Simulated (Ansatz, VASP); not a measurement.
# GaN: VASP beside Ansatz

```
CELL_PARAMETERS angstrom
3.17717 0.00000 0.00000
-1.58858 2.75151 0.00000
0.00000 0.00000 5.17522
ATOMIC_POSITIONS crystal
Ga 0.33333 0.66667 0.99917
Ga 0.66667 0.33333 0.49917
N 0.33333 0.66667 0.37583
N 0.66667 0.33333 0.87583
```

Alike in both runs: functional revPBE; dispersion D3(BJ); k mesh 8 × 8 × 6; occupations gaussian, width 0.05 eV; no spin polarisation.

Ansatz relaxed the structure, and its values are those at the end. VASP's run is a single point on that final structure, the one shown.

|  | VASP | Ansatz |
| --- | --- | --- |
| version | VASP 6.6.1 | Ansatz 0.2.0 |
| potentials or method | VASP PAW PBE potentials, release 64 (Ga_d, N) | scalar-relativistic, plane waves, PAW |
| plane-wave cutoff (eV) | 520 | 420 |
| valence electrons in the cell | 36 | 36 |

```csv
,VASP,Ansatz,Ansatz less VASP
gap on the k mesh at the Fermi level (eV),2.02,2.00,-0.022
least direct gap on the mesh (eV),2.02,2.00,-0.022
pressure (GPa),2.6,2.8,+0.18
dispersion energy (meV/atom),-496.2,-496.2,-0.06
```

Caveats: the PAW data sets were made with another functional, which shifts forces and pressure a little (VASP). As with any semilocal functional, this revPBE gap is likely too small.
